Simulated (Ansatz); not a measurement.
N (P4_2/mnm) from a database of computed structures, relaxed with r2SCAN+rVV10 in the plane-wave code Ansatz. Space group P4_2/mnm (No. 136), tetragonal; a = 3.961 Å, c = 5.133 Å in the conventional setting, 20.13 Å³ an atom. N has 1 N at 1.09 Å.

The axes x, y and z are those of this cell:
```
N
1.0
     3.96098    0.00000    0.00000
     0.00000    3.96098    0.00000
     0.00000    0.00000    5.13318
N
4
Direct
  0.90241 0.90241 0.00000
  0.59759 0.40241 0.50000
  0.09759 0.09759 0.00000
  0.40241 0.59759 0.50000
```

Unstrained: The PBE gap is indirect, 6.847 eV (k = (-1/2, -1/2, 0.490) to Γ), below the direct gap of 7.082 eV at Γ. r2SCAN gives an indirect gap of 7.493 eV, from A to Γ; the least direct gap is 7.734 eV at Γ. HSE06 gives an indirect gap of 9.121 eV, from k = (-1/2, -1/2, 0.490) to Γ; the least direct gap is 9.381 eV at Γ. Meshes: PBE 6×6×6, r2SCAN 6×6×6, HSE06 4×4×4. Strains are changes of length per length, and xy shears are angles. After each strain the atoms were relaxed again with r2SCAN+rVV10 within the symmetry that the strain leaves, so tilts or polar shifts that break it weren't tested; points keep the names that they have in the unstrained zone. The values are computed, spin-unpolarised, and not measurements.

**Question.** Apply xy shear, engineering strain (angle) -5.01 %. How far does the gap move, against the unstrained cell?

**Answer.** PBE: the gap goes from 6.847 to 6.826 eV (-0.021 eV); the edges go from (-1/2, -1/2, 0.490) → Γ to A → Γ. r2SCAN: the gap goes from 7.493 to 7.473 eV (-0.020 eV). HSE06: the gap goes from 9.121 to 9.106 eV (-0.015 eV); the edges go from (-1/2, -1/2, 0.490) → Γ to A → Γ.

**Question.** Estimate what uniaxial +1.93 % along z, other directions held does to the gap.

**Answer.** PBE: the gap goes from 6.847 to 6.887 eV (+0.040 eV); the edges go from (-1/2, -1/2, 0.490) → Γ to A → Γ. r2SCAN: the gap goes from 7.493 to 7.540 eV (+0.047 eV). HSE06: the gap goes from 9.121 to 9.168 eV (+0.047 eV); the edges go from (-1/2, -1/2, 0.490) → Γ to A → Γ.

**Question.** Estimate what uniaxial +2.02 % along x, other directions held does to the gap.

**Answer.** PBE: the gap goes from 6.847 to 6.901 eV (+0.054 eV); the edges go from (-1/2, -1/2, 0.490) → Γ to A → Γ. r2SCAN: the gap goes from 7.493 to 7.551 eV (+0.058 eV). HSE06: the gap goes from 9.121 to 9.178 eV (+0.057 eV); the edges go from (-1/2, -1/2, 0.490) → Γ to A → Γ.

**Question.** For epitaxial -3.73 % in the xy plane, how far does the free direction move, and what happens to the gap?

**Answer.** The normal strain at zero normal stress is +2.64 %, 0.71 of the in-plane strain with the sign turned. PBE: the gap goes from 6.847 to 6.702 eV (-0.145 eV); the edges go from (-1/2, -1/2, 0.490) → Γ to A → Γ. r2SCAN: the gap goes from 7.493 to 7.341 eV (-0.152 eV). HSE06: the gap goes from 9.121 to 8.972 eV (-0.149 eV); the edges go from (-1/2, -1/2, 0.490) → Γ to A → Γ.

Where an edge lies off the special points, it is a point of the mesh or the k point where a search put PBE's edge or least direct gap, reused for the other functionals, whose own edges may lie a little apart.

Coordinates of k points refer to the reciprocal vectors of the primitive cell of the runs.

The meshes of the hybrids are coarse, so their gaps aren't converged to the digits shown.
